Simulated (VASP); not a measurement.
Crystal: S.

```
CELL_PARAMETERS angstrom
1.87550 1.08282 1.38124
-1.87550 1.08282 1.38124
0.00000 -2.16565 1.38124
ATOMIC_POSITIONS crystal
S 0.00000 0.00000 0.00000
```

This isn't the form of S at room conditions, which is orthorhombic, of S8 rings.

```yaml
Program: VASP 6.6.1
Task: relaxation of cell and atoms
Functional: PBE
Potentials_or_basis: VASP PAW PBE potentials, release 64 (S)
Cutoff: 520 eV
k_mesh: 22 × 22 × 22
Occupations: gaussian, width 0.1 eV
Spin: no spin polarisation
```

At the start: pressure 1.2 GPa; volume 16.83 Å³/atom.

Task: Where does the relaxation end?

Result: Over 11 steps the energy falls by 11.8 meV/atom and the volume is 17.17 Å³/atom (+2.0 %); space group Pm-3m (No. 221, to 0.05 Å).

The path:
```csv
step,energy change (eV),largest force (eV/Å),pressure (GPa),volume (Å³)
1,0.0000,0.0000,1.19,16.83
2,-0.0024,0.0000,0.33,17.01
3,-0.0041,0.0000,-1.73,17.48
4,-0.0043,0.0000,-1.25,17.37
5,-0.0063,0.0000,-1.11,17.36
6,-0.0103,0.0000,-0.71,17.31
7,-0.0106,0.0000,-0.03,17.17
8,-0.0117,0.0000,-0.35,17.24
9,-0.0117,0.0000,-0.33,17.24
10,-0.0118,0.0000,0.07,17.16
11,-0.0118,0.0000,0.00,17.17
```

Final structure:
```cif
data_structure
_symmetry_space_group_name_H-M 'P 1'
_symmetry_Int_Tables_number 1
_cell_length_a 2.5799
_cell_length_b 2.5799
_cell_length_c 2.5799
_cell_angle_alpha 90.046
_cell_angle_beta 90.046
_cell_angle_gamma 90.046
_cell_volume 17.17
loop_
_atom_site_label
_atom_site_type_symbol
_atom_site_fract_x
_atom_site_fract_y
_atom_site_fract_z
_atom_site_occupancy
S1 S 0.00000 0.00000 0.00000 1
```
